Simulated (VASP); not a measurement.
## ZnSe (Stilleite): band structure with PBEsol0

ZnSe (Stilleite):

```xyz
2
Lattice="0.0000 2.8338 2.8338 2.8338 0.0000 2.8338 2.8338 2.8338 0.0000" Properties=species:S:1:pos:R:3 pbc="T T T"
Se    4.2507    4.2507    4.2507
Zn    0.0000    0.0000    0.0000
```

| Item | Value |
| --- | --- |
| Program | VASP 6.6.1 |
| Task | band structure |
| Functional | PBEsol0 |
| Potentials or basis | VASP PAW PBE potentials, release 64 (Se, Zn) |
| Cutoff | 520 eV |
| k mesh | 4 × 4 × 4 |
| Occupations | fermi-dirac, width 0.05 eV |
| Spin | no spin polarisation |
| Grid for exact exchange (PRECFOCK) | Fast |
| Exchange at q = 0 | truncated |
| Further INCAR settings | ALGO = Normal; EDIFF = 1e-06 |

| Quantity | Value |
| --- | --- |
| Pressure | -1.1 GPa |
| Band gap on the k mesh | 2.99 eV, direct |
| Band gap along the path | 2.99 eV, direct |

Levels at the corners of the path, in eV from the valence-band top:
```tsv
point	band 6	band 7	band 8	band 9	band 10	band 11	band 12	band 13
Γ	-7.94	0.00	0.00	0.00	2.99	7.61	7.61	7.61
X	-7.71	-5.24	-2.36	-2.36	4.43	5.13	12.82	13.49
X	-7.71	-5.24	-2.36	-2.36	4.43	5.13	12.82	13.49
W	-7.60	-5.02	-3.06	-2.83	7.05	7.58	8.84	9.38
W	-7.60	-5.02	-3.06	-2.83	7.05	7.58	8.84	9.38
K	-7.63	-5.08	-3.38	-1.94	5.17	7.42	10.92	11.58
K	-7.63	-5.08	-3.38	-1.94	5.17	7.42	10.93	11.31
Γ	-7.94	0.00	0.00	0.00	2.99	7.61	7.61	7.61
Γ	-7.94	0.00	0.00	0.00	2.99	7.61	7.61	7.61
L	-7.76	-5.65	-0.94	-0.94	4.26	8.16	8.16	10.32
L	-7.76	-5.65	-0.94	-0.94	4.26	8.16	8.16	10.32
U	-7.63	-5.08	-3.38	-1.94	5.17	7.42	10.93	11.33
U	-7.63	-5.08	-3.38	-1.94	5.17	7.42	10.94	11.35
W	-7.60	-5.02	-3.06	-2.83	7.05	7.58	8.84	9.38
W	-7.60	-5.02	-3.06	-2.83	7.05	7.58	8.84	9.38
L	-7.76	-5.65	-0.94	-0.94	4.26	8.16	8.16	10.32
L	-7.76	-5.65	-0.94	-0.94	4.26	8.16	8.16	10.32
K	-7.63	-5.08	-3.38	-1.94	5.17	7.42	10.92	11.31
U	-7.63	-5.08	-3.38	-1.94	5.17	7.42	10.93	11.34
X	-7.71	-5.24	-2.36	-2.36	4.43	5.13	12.83	13.49
```

Wall time 14 min on 1 thread of Intel(R) Xeon(R) 6975P-C (Granite Rapids), on a shared host, peak memory 0.21 GiB.

Caveat: the k mesh is coarse (spacing up to 0.48 Å⁻¹), so the values aren't converged, least of all with exact exchange; the PAW data sets were made with another functional, which shifts forces and pressure a little.
